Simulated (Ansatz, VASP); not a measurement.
**CaF2 (Fluorite) in VASP and in Ansatz**

The input POSCAR:

```
CaF2
1.0
    0.0000000000      2.7552132234      2.7552132234
    2.7552132234      0.0000000000      2.7552132234
    2.7552132234      2.7552132234      0.0000000000
Ca F
1 2
Direct
    0.0000000000      0.0000000000      0.0000000000
    0.2500000000      0.2500000000      0.2500000000
    0.7500000000      0.7500000000      0.7500000000
```

INCAR.step1

```
SYSTEM = CaF2
ALGO = Normal
EDIFF = 1E-4
ENCUT = 520
GGA = PE
ISMEAR = 0
LASPH = .True.
LCHARG = .False.
LREAL = .False.
LWAVE = .True.
NBANDS = 19
NELM = 100
PREC = Accurate
SIGMA = 0.02
```

File INCAR.step2:

```
SYSTEM = CaF2
ALGO = Normal
EDIFF = 1E-7
ENCUT = 520
ISIF = 2
ISMEAR = 0
ISTART = 1
LASPH = .True.
LCHARG = .True.
LELF = .True.
LMIXTAU = .True.
LREAL = .False.
LVHAR = .True.
LWAVE = .False.
METAGGA = R2SCAN
NBANDS = 19
NELM = 100
PREC = Accurate
SIGMA = 0.02
```

KPOINTS

```
k-points
0
Gamma
  8 8 8
  0 0 0
```

Input for Ansatz:

```yaml
crystal:
  lattice:
    - [0.0, 2.7552132234, 2.7552132234]
    - [2.7552132234, 0.0, 2.7552132234]
    - [2.7552132234, 2.7552132234, 0.0]
  atoms:
    - { symbol: Ca, position: [0.0, 0.0, 0.0] }
    - { symbol: F, position: [0.25, 0.25, 0.25] }
    - { symbol: F, position: [0.75, 0.75, 0.75] }
basis:
  ecutwfc: 500
kpoints:
  mp_grid: { grid: [8, 8, 8] }
  band_path:
    path:
      - [[0.0, 0.0, 0.0], [0.5, 0.0, 0.5], [0.625, 0.25, 0.625]]
      - [[0.375, 0.375, 0.75], [0.0, 0.0, 0.0], [0.5, 0.5, 0.5], [0.5, 0.25, 0.75], [0.5, 0.0, 0.5]]
    npoints: 14
hamiltonian:
  xc: r2scan
scf:
  occupations: { method: gaussian, width: 0.02 }
  n_extra_bands: 7
output:
  forces: true
  stress: true
  eigenvalues: true
  populations: true
  dos: { projected: true, de: 0.02, nscf_kmesh: { grid: [12, 12, 12] } }
  bader: true
  write_density: true
  write_potential: true
  elf: true
  volumetric_format: npy
```

Alike in both runs: task single point; functional r2SCAN; k mesh 8 × 8 × 8; occupations gaussian, width 0.02 eV; no spin polarisation.

|  | VASP | Ansatz |
| --- | --- | --- |
| version | VASP 6.6.1 | Ansatz 0.2.0 |
| potentials or method | VASP PAW PBE potentials, release 64 (Ca_sv, F) | scalar-relativistic, plane waves, PAW |
| plane-wave cutoff (eV) | 520 | 500 |
| valence electrons in the cell | 24 | 24 |

|  | VASP | Ansatz | Ansatz less VASP |
| --- | --- | --- | --- |
| gap on the k mesh at the Fermi level (eV) | 7.79 | 7.80 | +0.011 |
| least direct gap on the mesh (eV) | 8.04 | 8.05 | +0.011 |
| pressure (GPa) | -2.7 | -3.2 | -0.46 |

Caveats: the PAW data sets were made with another functional, which shifts forces and pressure a little (VASP). A k mesh can miss the band edges.
